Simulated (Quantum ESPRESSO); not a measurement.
# Bi (Im-3m) in Quantum ESPRESSO: notebook

One crystal, Bi, is run at these levels: PBE, r2SCAN-X; tasks: single point.

All numbers are computed with Quantum ESPRESSO 7.5; they aren't measurements. Logs are shortened: lines on timing, memory, paths and dates and some standing lists are left out, and cuts for length are marked.

### Step 1. The structure

It takes space group Im-3m (No. 229, cubic). The conventional cell has a = 3.963 Å, b = 3.963 Å, c = 3.963 Å, α = 90.00°, β = 90.00°, γ = 90.00°. Bi (site symmetry m-3m) is surrounded by 8 Bi at 3.43 Å.

This isn't the form of Bi at room conditions, which is rhombohedral.

### Step 2. Single point, PBE

File pw.in:

```
&CONTROL
  calculation = 'scf'
  prefix = 'pwscf'
  outdir = './tmp'
  pseudo_dir = './pseudo'
  tprnfor = .true.
  tstress = .true.
  disk_io = 'nowf'
/
&SYSTEM
  ibrav = 0
  nat = 1
  ntyp = 1
  ecutwfc = 66
  nbnd = 13
  occupations = 'smearing'
  smearing = 'fd'
  degauss = 0.00367493
/
&ELECTRONS
  conv_thr = 2d-10
  electron_maxstep = 120
  mixing_beta = 0.5
/
ATOMIC_SPECIES
Bi   208.9804 Bi_ONCV_PBE-1.2.upf
CELL_PARAMETERS angstrom
  -1.9814305318    1.9814305318    1.9814305318
   1.9814305318   -1.9814305318    1.9814305318
   1.9814305318    1.9814305318   -1.9814305318
ATOMIC_POSITIONS crystal
Bi     0.0000000000    0.0000000000    0.0000000000
K_POINTS automatic
4 4 4 0 0 0
```

Potentials or basis: SG15 PBE 1.2.

Command:

```
$ OMP_NUM_THREADS=1 mpirun -n 2 pw.x -nk 2 -in pw.in > pw.out
```

pw.out:

```text
This program is part of the open-source Quantum ESPRESSO suite
     for quantum simulation of materials; please cite
[... 6 lines left out ...]
     using ibrav=0 with symmetry is DISCOURAGED, use correct ibrav instead

     K-points division:     npool     =       2
     Subspace diagonalization in iterative solution of the eigenvalue problem:
     a serial algorithm will be used

     G-vector sticks info
     --------------------
     sticks:   dense  smooth     PW     G-vecs:    dense   smooth      PW
     Sum         841     841    283                15299    15299    3103

     Using Slab Decomposition

     bravais-lattice index     =            0
     lattice parameter (alat)  =       6.4854  a.u.
     unit-cell volume          =     209.9874 (a.u.)^3
     number of atoms/cell      =            1
     number of atomic types    =            1
     number of electrons       =        15.00
     number of Kohn-Sham states=           13
     kinetic-energy cutoff     =      66.0000  Ry
     charge density cutoff     =     264.0000  Ry
     scf convergence threshold =      2.0E-10
     mixing beta               =       0.5000
     number of iterations used =            8  plain     mixing
     Exchange-correlation= PBE
                           (   1   4   3   4   0   0   0)

     celldm(1)=   6.485424  celldm(2)=   0.000000  celldm(3)=   0.000000
     celldm(4)=   0.000000  celldm(5)=   0.000000  celldm(6)=   0.000000

     crystal axes: (cart. coord. in units of alat)
               a(1) = (  -0.577350   0.577350   0.577350 )
               a(2) = (   0.577350  -0.577350   0.577350 )
               a(3) = (   0.577350   0.577350  -0.577350 )

     reciprocal axes: (cart. coord. in units 2 pi/alat)
               b(1) = ( -0.000000  0.866025  0.866025 )
               b(2) = (  0.866025 -0.000000  0.866025 )
               b(3) = (  0.866025  0.866025  0.000000 )

     PseudoPot. # 1 for Bi read from file:
     Bi_ONCV_PBE-1.2.upf
     Pseudo is Norm-conserving, Zval = 15.0
     Generated using ONCVPSP code by D. R. Hamann
     Using radial grid of  602 points,  8 beta functions with:
                l(1) =   0
                l(2) =   0
                l(3) =   1
                l(4) =   1
                l(5) =   2
                l(6) =   2
                l(7) =   3
                l(8) =   3

     atomic species   valence    mass     pseudopotential
     Bi               15.00   208.98040     Bi( 1.00)

     48 Sym. Ops., with inversion, found

   Cartesian axes

     site n.     atom                  positions (alat units)
         1        Bi     tau(   1) = (   0.0000000   0.0000000   0.0000000  )

     number of k points=     8  Fermi-Dirac smearing, width (Ry)=  0.0037
                       cart. coord. in units 2pi/alat
        k(    1) = (   0.0000000   0.0000000   0.0000000), wk =   0.0312500
        k(    2) = (   0.2165064   0.2165064   0.0000000), wk =   0.3750000
        k(    3) = (  -0.4330127  -0.4330127   0.0000000), wk =   0.1875000
        k(    4) = (   0.4330127   0.2165064   0.2165064), wk =   0.7500000
        k(    5) = (   0.4330127   0.4330127   0.4330127), wk =   0.0625000
        k(    6) = (   0.0000000   0.0000000   0.4330127), wk =   0.1875000
        k(    7) = (  -0.8660254  -0.2165064  -0.2165064), wk =   0.3750000
        k(    8) = (  -0.8660254  -0.8660254  -0.8660254), wk =   0.0312500

     Dense  grid:    15299 G-vectors     FFT dimensions: (  36,  36,  36)

     Initial potential from superposition of free atoms

     starting charge      14.9238, renormalised to      15.0000
     Starting wfcs are random

     Self-consistent Calculation

     iteration #  1     ecut=    66.00 Ry     beta= 0.50
     Davidson diagonalization with overlap
     ethr =  1.00E-02,  avg # of iterations =  7.4

     Threshold (ethr) on eigenvalues was too large:
     Diagonalizing with lowered threshold

     Davidson diagonalization with overlap
     ethr =  5.71E-05,  avg # of iterations =  6.4

     total energy              =    -135.88928983 Ry
     estimated scf accuracy    <       0.00559867 Ry

     iteration #  2     ecut=    66.00 Ry     beta= 0.50
     Davidson diagonalization with overlap
     ethr =  3.73E-05,  avg # of iterations =  2.0

     total energy              =    -135.88995068 Ry
     estimated scf accuracy    <       0.00040568 Ry

     iteration #  3     ecut=    66.00 Ry     beta= 0.50
     Davidson diagonalization with overlap
     ethr =  2.70E-06,  avg # of iterations =  3.2

     total energy              =    -135.88999582 Ry
     estimated scf accuracy    <       0.00004079 Ry

     iteration #  4     ecut=    66.00 Ry     beta= 0.50
     Davidson diagonalization with overlap
     ethr =  2.72E-07,  avg # of iterations =  1.1

     total energy              =    -135.88999800 Ry
     estimated scf accuracy    <       0.00000008 Ry

     iteration #  5     ecut=    66.00 Ry     beta= 0.50
     Davidson diagonalization with overlap
     ethr =  5.37E-10,  avg # of iterations =  3.5

     total energy              =    -135.88999819 Ry
     estimated scf accuracy    <       0.00000005 Ry

     iteration #  6     ecut=    66.00 Ry     beta= 0.50
     Davidson diagonalization with overlap
     ethr =  3.48E-10,  avg # of iterations =  2.0

     total energy              =    -135.88999818 Ry
     estimated scf accuracy    <       0.00000008 Ry

     iteration #  7     ecut=    66.00 Ry     beta= 0.50
     Davidson diagonalization with overlap
     ethr =  3.48E-10,  avg # of iterations =  2.0

     total energy              =    -135.88999819 Ry
     estimated scf accuracy    <          1.8E-09 Ry

     iteration #  8     ecut=    66.00 Ry     beta= 0.50
     Davidson diagonalization with overlap
     ethr =  1.20E-11,  avg # of iterations =  2.0

     End of self-consistent calculation

          k = 0.0000 0.0000 0.0000 (  1865 PWs)   bands (ev):

   -10.5649 -10.5649 -10.5649 -10.4283 -10.4283  -1.0314  17.5985  17.5985
    17.5985  21.6004  22.9557  22.9557  22.9557

          k = 0.2165 0.2165 0.0000 (  1910 PWs)   bands (ev):

   -10.5846 -10.5377 -10.4608 -10.4457 -10.4321   0.0747  11.7188  15.4584
    16.7299  19.5671  20.8873  23.0172  24.5889

          k =-0.4330-0.4330 0.0000 (  1918 PWs)   bands (ev):

   -10.6043 -10.5380 -10.4386 -10.4358 -10.3541   2.0161   7.4153  14.0644
    15.9353  18.4505  20.0647  24.8577  26.0878

          k = 0.4330 0.2165 0.2165 (  1904 PWs)   bands (ev):

   -10.5748 -10.5087 -10.4481 -10.4462 -10.3941   1.8423   8.9727  11.3023
    15.1188  20.6685  21.9957  25.5794  25.6621

          k = 0.4330 0.4330 0.4330 (  1920 PWs)   bands (ev):

   -10.4956 -10.4956 -10.4956 -10.4351 -10.4351   2.5509  10.1544  10.1544
    10.1544  27.4417  27.4417  27.4417  29.1509

          k = 0.0000 0.0000 0.4330 (  1902 PWs)   bands (ev):

   -10.4967 -10.4824 -10.4824 -10.4690 -10.4581   1.1217  11.5832  13.3243
    13.3243  17.9251  24.3612  24.3612  24.7329

          k =-0.8660-0.2165-0.2165 (  1890 PWs)   bands (ev):

   -10.5283 -10.5024 -10.4906 -10.4295 -10.3638   2.8597   8.6428  11.9994
    12.8831  18.6560  20.0801  23.7976  23.8702

          k =-0.8660-0.8660-0.8660 (  1926 PWs)   bands (ev):

   -10.5672 -10.5672 -10.3735 -10.3735 -10.3735   4.1205  10.6889  10.6889
    10.6889  16.0119  16.0119  27.7887  30.0449

     the Fermi energy is    11.9473 ev

!    total energy              =    -135.88999819 Ry
     estimated scf accuracy    <          3.5E-11 Ry
     smearing contrib. (-TS)   =      -0.00087333 Ry
     internal energy E=F+TS    =    -135.88912486 Ry

     The total energy is F=E-TS. E is the sum of the following terms:
     one-electron contribution =     -36.88056253 Ry
     hartree contribution      =      26.05015919 Ry
     xc contribution           =     -15.71729885 Ry
     ewald contribution        =    -109.34142266 Ry

     convergence has been achieved in   8 iterations

     Forces acting on atoms (cartesian axes, Ry/au):

     atom    1 type  1   force =     0.00000000    0.00000000    0.00000000

     Total force =     0.000000     Total SCF correction =     0.000000

     Computing stress (Cartesian axis) and pressure

          total   stress  (Ry/bohr**3)                   (kbar)     P=       22.75
   0.00015463  -0.00000000  -0.00000000           22.75       -0.00       -0.00
  -0.00000000   0.00015463  -0.00000000           -0.00       22.75       -0.00
  -0.00000000  -0.00000000   0.00015463           -0.00       -0.00       22.75

=------------------------------------------------------------------------------=
   JOB DONE.
=------------------------------------------------------------------------------=
```

Run time: 2.9 s. Hardware: 2 MPI ranks of Arm Neoverse V1, shared host; peak memory 0.1 GiB.

What came out:

```yaml
Free_energy: -1848.8776 eV
Pressure: 2.3 GPa
Band_gap_on_the_k_mesh: none (metal or under the smearing width)
```

Levels at points of the mesh, in eV from the Fermi level:
| k point | band 4 | band 5 | band 6 | band 7 | band 8 | band 9 | band 10 | band 11 |
| --- | --- | --- | --- | --- | --- | --- | --- | --- |
| (0.00, 0.00, 0.00) | -22.38 | -22.38 | -12.98 | 5.65 | 5.65 | 5.65 | 9.65 | 11.01 |
| (0.00, 0.00, -0.50) | -22.38 | -22.30 | -9.93 | -4.53 | 2.12 | 3.99 | 6.50 | 8.12 |
| (-0.50, -0.50, -0.50) | -22.32 | -22.32 | -7.83 | -1.26 | -1.26 | -1.26 | 4.06 | 4.06 |

Caveat: the k mesh is coarse (spacing up to 0.56 Å⁻¹), so the values aren't converged; spin-orbit coupling is left out, which moves the levels of the heavy elements.

### Step 3. Single point, r2SCAN-X

File pw.in:

```
&CONTROL
  calculation = 'scf'
  prefix = 'pwscf'
  outdir = './tmp'
  pseudo_dir = './pseudo'
  tprnfor = .true.
  disk_io = 'low'
/
&SYSTEM
  ibrav = 0
  A = 3.43193835
  nat = 1
  ntyp = 1
  ecutwfc = 66
  nbnd = 13
  input_dft = 'XC-005I-000I-000I-000I-497L-498L'
  occupations = 'smearing'
  smearing = 'fd'
  degauss = 0.00367493
  nqx1 = 4
  nqx2 = 4
  nqx3 = 4
  ecutfock = 132
  exx_fraction = 0.05
  nosym = .true.
/
&ELECTRONS
  conv_thr = 1d-07
  electron_maxstep = 120
  mixing_beta = 0.5
  adaptive_thr = .true.
/
ATOMIC_SPECIES
Bi   208.9804 Bi_ONCV_PBE-1.2.upf
CELL_PARAMETERS alat
  -0.5773502697    0.5773502697    0.5773502697
   0.5773502697   -0.5773502697    0.5773502697
   0.5773502697    0.5773502697   -0.5773502697
ATOMIC_POSITIONS alat
Bi     0.0000000000    0.0000000000    0.0000000000
K_POINTS automatic
4 4 4 0 0 0
```

File pp_density.in:

```
&INPUTPP
  prefix = 'pwscf'
  outdir = './tmp'
  filplot = 'density.dat'
  plot_num = 0
/
&PLOT
  nfile = 1
  filepp(1) = 'density.dat'
  iflag = 3
  output_format = 6
  fileout = 'density.cube'
/
```

File pp_potential.in:

```
&INPUTPP
  prefix = 'pwscf'
  outdir = './tmp'
  filplot = 'potential.dat'
  plot_num = 11
/
&PLOT
  nfile = 1
  filepp(1) = 'potential.dat'
  iflag = 3
  output_format = 6
  fileout = 'potential.cube'
/
```

File pp_elf.in:

```
&INPUTPP
  prefix = 'pwscf'
  outdir = './tmp'
  filplot = 'elf.dat'
  plot_num = 8
/
&PLOT
  nfile = 1
  filepp(1) = 'elf.dat'
  iflag = 3
  output_format = 6
  fileout = 'elf.cube'
/
```

Potentials or basis: SG15 PBE 1.2.

Command:

```
$ OMP_NUM_THREADS=1 mpirun -n 2 pw.x -nk 2 -in pw.in > pw.out
$ OMP_NUM_THREADS=1 mpirun -n 1 pp.x -in pp_density.in > pp_density.out
$ OMP_NUM_THREADS=1 mpirun -n 1 pp.x -in pp_potential.in > pp_potential.out
$ OMP_NUM_THREADS=1 mpirun -n 1 pp.x -in pp_elf.in > pp_elf.out
```

It took 5.8 min on 2 MPI ranks of Arm Neoverse V1, shared host; peak memory 0.58 GiB.

Results (log left out):

```yaml
Free_energy: -1838.5681 eV
Band_gap_on_the_k_mesh: none (metal or under the smearing width)
```

Levels at points of the mesh, in eV from the Fermi level:
```csv
k point,band 5,band 6,band 7,band 8,band 9,band 10
"(0.00, 0.00, 0.00)",-22.22,-14.04,5.77,5.77,5.77,10.35
"(0.00, 0.00, -0.50)",-22.13,-10.91,-4.84,2.18,4.26,7.48
"(0.00, -0.50, 0.00)",-22.13,-10.91,-4.84,2.18,4.26,7.48
"(0.00, -0.50, -0.50)",-22.13,-10.91,-4.84,2.18,4.26,7.48
"(-0.50, 0.00, 0.00)",-22.13,-10.91,-4.84,2.18,4.26,7.48
"(-0.50, 0.00, -0.50)",-22.13,-10.91,-4.84,2.18,4.26,7.48
"(-0.50, -0.50, 0.00)",-22.13,-10.91,-4.84,2.18,4.26,7.48
"(-0.50, -0.50, -0.50)",-22.15,-8.77,-1.43,-1.43,-1.43,5.09
```

Caveat: the k mesh is coarse (spacing up to 0.56 Å⁻¹), so the values aren't converged; the mesh is coarse for exact exchange, which widens gaps; the potentials were made for another functional, which shifts forces and pressure; this program's forces and stress for hybrids aren't reliable and aren't listed; spin-orbit coupling is left out, which moves the levels of the heavy elements.
